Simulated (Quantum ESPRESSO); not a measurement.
**Hf under changes of volume**

One of the cells (23.523 Å³/atom); the others are scaled copies at fixed shape and fractional positions:

```
Hf
1.0
    -1.80500    1.80500    1.80500
     1.80500   -1.80500    1.80500
     1.80500    1.80500   -1.80500
Hf
1
Direct
  0.00000 0.00000 0.00000
```

This isn't the form of Hf at room conditions, which is hcp.

| Property | Result |
| --- | --- |
| Program | Quantum ESPRESSO 7.5 |
| Functional | PBEsol |
| Potentials or basis | GBRV 1.5 PBEsol |
| Cutoff | 612 eV |
| Density cutoff | 4898 eV |
| k mesh | 10 × 10 × 10 |
| Occupations | fermi-dirac, width 0.05 eV |
| Spin | no spin polarisation |

| volume (Å³/atom) | energy over the lowest point (meV/atom) | pressure (GPa) |
| --- | --- | --- |
| 22.112 | 0.00 | -3.6 |
| 22.582 | 12.66 | -5.5 |
| 23.052 | 31.01 | -7.3 |
| 23.523 | 54.41 | -8.9 |
| 23.993 | ? | ? |
| 24.464 | 114.63 | -11.7 |
| 24.934 | 150.46 | -12.9 |

Question: What does the run at 23.993 Å³/atom give?

Answer: Energy over the lowest point 82.42 meV/atom; pressure -10.4 GPa.

Worked out: A Birch-Murnaghan fit of order 3 (a polynomial in V^(-2/3)) to the other rows has no minimum within the range. It gives 82.43 meV/atom at 23.993 Å³/atom, against the run's 82.42, and -dE/dV = -10.3 GPa, against -10.4.

Energies are extrapolated to zero smearing.
